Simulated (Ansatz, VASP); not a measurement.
# One calculation of HfN, two programs

```
CELL_PARAMETERS angstrom
3.13391 0.00000 0.00000
-1.56695 2.71404 0.00000
0.00000 0.00000 5.41677
ATOMIC_POSITIONS crystal
Hf 0.66667 0.33333 0.75000
Hf 0.33333 0.66667 0.25000
N 0.00000 0.00000 0.00000
N 0.00000 0.00000 0.50000
```

The cell comes from a database or a generator and needn't be the stable form of this composition.

Alike in both runs: task single point; functional PBEsol; k mesh 8 × 8 × 4; occupations gaussian, width 0.05 eV; no spin polarisation.

```csv
,VASP,Ansatz
version,VASP 6.6.1,Ansatz 0.2.0
potentials or method,"VASP PAW PBE potentials, release 64 (Hf_pv, N)","plane waves, PAW"
plane-wave cutoff (eV),520,420
valence electrons in the cell,30,62
```

```tsv
	VASP	Ansatz	Ansatz less VASP
pressure (GPa)	-4.1	-2.1	+2.04
largest component of the traceless stress (GPa)	0.31	0.11	-0.195
```

With one functional, cell and mesh, what is left measures potentials, basis and numerics. The two sets of potentials don't hold the same shells in valence.

Caveats: the PAW data sets were made with another functional, which shifts forces and pressure a little (VASP). The runs have no spin-orbit coupling, so splittings on Hf are missing.
